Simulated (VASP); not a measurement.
# ZrB₂: convergence, vacuum levels of a slab or layer

ZrB₂, slab, 6 atoms in the cell. R2SCAN; PAW potentials Zr_sv, B (PBE set). VASP 6.6.1.

Wanted: face levels within 0.04 eV; energy within 2 meV/atom; forces within 0.02 eV/Å.

Crystal: ZrB2, P6/mmm; k-point spacing in the plane (1/Å): 0.3; Face: (0 0 1); Atomic planes: 4.

Face levels: vacuum level at each face, counted from the Fermi level.

POSCAR of the starting run:
```
ZrB2
1.0
    3.1663809410      0.0000000000      0.0000000000
   -1.5831904705      2.7421663330      0.0000000000
    0.0000000000      0.0000000000     20.3339278681
Zr B
2 4
Direct
    0.0000000000      0.0000000000      0.4562805581
    0.0000000000      0.0000000000      0.6311583257
    0.6666666700      0.3333333300      0.3688416743
    0.3333333300      0.6666666700      0.3688416743
    0.6666666700      0.3333333300      0.5437194419
    0.3333333300      0.6666666700      0.5437194419
```

## Vacuum (Å)

| Vacuum (Å) | Face levels, largest deviation (eV) | Energy less reference (meV/atom) | Forces, largest deviation (eV/Å) | SCF iterations | Time (s) |
|---|---|---|---|---|---|
| 6 | 0.572 | 1.5 | 0.052 | 28 | 111 |
| 8 | 0.091 | 0.3 | 0.002 | 29 | 151 |
| 10 | 0.021 | 0.0 | 0.007 | 40 | 250 |
| 12 | 0.013 | -0.2 | 0.008 | 71 | 433 |
| 15 | 0.016 | -0.3 | 0.007 | 83 | 611 |
| 20 (reference) | 0.000 | 0.0 | 0.000 | 117 | 993 |
| 25 | ran out of time | ran out of time | ran out of time | 149 | 1531 |

Chosen: 12, the loosest value from which every tighter one stays within half of the tolerance (runs without a result left aside).

## All choices together

| Input | Face levels, largest deviation (eV) | Energy less reference (meV/atom) | Forces, largest deviation (eV/Å) | Time (s) |
|---|---|---|---|---|
| starting input without the dipole correction (naive) | 0.815 | -1.6 | 0.011 | 410 |
| chosen settings | 0.013 | -0.2 | 0.008 | 433 |
| reference settings throughout | 0.000 | 0.0 | 0.000 | 993 |

The chosen settings stay within the tolerance of the reference run, but the reference itself isn't shown to be converged in: k spacing (1/Å), Cutoff ENCUT (eV), SCF threshold EDIFF (eV).

Values of the reference run: Face levels: 4.429, 6.281 eV.

## The input

INCAR:
```
PREC     = Accurate       # precision mode
ENCUT    = 420            # plane-wave cutoff, eV
EDIFF    = 1E-6           # SCF threshold, eV
ISMEAR   = 0              # smearing method
SIGMA    = 0.1            # smearing width, eV
LREAL    = False          # projectors in reciprocal space
LASPH    = True           # aspherical terms in the spheres
ALGO     = Normal         # electronic algorithm
NELM     = 150            # most SCF steps
LWAVE    = False          # write WAVECAR
LCHARG   = False          # write CHGCAR
METAGGA  = R2SCAN         # meta-GGA
LMIXTAU  = True         
KPAR     = 4            
LVHAR    = True         
LVACPOTAV= True         
LDIPOL   = True         
IDIPOL   = 3            
DIPOL    = 0.5 0.5 0.5  
AMIN     = 0.01          
```

KPOINTS:
```
Automatic mesh
0
Gamma
  8 8 1
  0 0 0
```

POSCAR:
```
ZrB2
1.0
    3.1663809410      0.0000000000      0.0000000000
   -1.5831904705      2.7421663330      0.0000000000
    0.0000000000      0.0000000000     17.3339278681
Zr B
2 4
Direct
    0.0000000000      0.0000000000      0.4487139912
    0.0000000000      0.0000000000      0.6538580265
    0.6666666700      0.3333333300      0.3461419735
    0.3333333300      0.6666666700      0.3461419735
    0.6666666700      0.3333333300      0.5512860088
    0.3333333300      0.6666666700      0.5512860088
```

Commands:
```
cat potpaw_PBE.64/Zr_sv/POTCAR potpaw_PBE.64/B/POTCAR > POTCAR
mpirun -np 4 vasp_std > vasp.out
```

The chosen input took VASP 6.6.1 433 s on 4 cores (AMD EPYC 7571), a shared host.

## An input that fails: vacuum far too thin for the dipole correction

It runs to its end, but against the unchanged starting input it is off by 5.518 eV in the face levels, 189.9 meV/atom in the energy, 0.991 eV/Å in the forces.

Vacuum (Å): 15 becomes 3.

Changes against the starting input:
```
(POSCAR)
-    0.0000000000      0.0000000000     20.3339278681
+    0.0000000000      0.0000000000      8.3339278681
-    0.0000000000      0.0000000000      0.4562805581
-    0.0000000000      0.0000000000      0.6311583257
-    0.6666666700      0.3333333300      0.3688416743
-    0.3333333300      0.6666666700      0.3688416743
-    0.6666666700      0.3333333300      0.5437194419
-    0.3333333300      0.6666666700      0.5437194419
+    0.0000000000      0.0000000000      0.3933290531
+    0.0000000000      0.0000000000      0.8200128410
+    0.6666666700      0.3333333300      0.1799871590
+    0.3333333300      0.6666666700      0.1799871590
+    0.6666666700      0.3333333300      0.6066709469
+    0.3333333300      0.6666666700      0.6066709469
```
